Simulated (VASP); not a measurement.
Crystal: ZnSe (Stilleite).

```
Zn Se
1.0
     0.00000    2.82066    2.82066
     2.82066    0.00000    2.82066
     2.82066    2.82066    0.00000
Zn Se
1 1
Cartesian
  0.0000 0.0000 0.0000
  1.4103 1.4103 1.4103
```

Program: VASP 6.6.1. Alike in all runs: task band structure; no spin polarisation; cell as given; k mesh 8 × 8 × 8; cutoff (eV) 520; smearing gaussian 0.03 eV.

Problem. Order these runs on this cell by their band gap on the k mesh, lowest first.
A. level TB-mBJ; potentials or basis VASP PAW PBE potentials, release 64 (Zn, Se)
B. level LDA; potentials or basis VASP PAW LDA potentials, release 64 (Zn, Se)
C. level r2SCAN; potentials or basis VASP PAW PBE potentials, release 64 (Zn, Se)

Solution. B (1.13 eV), C (1.93 eV), A (2.82 eV).

Runs at the PBE level aren't shown here.
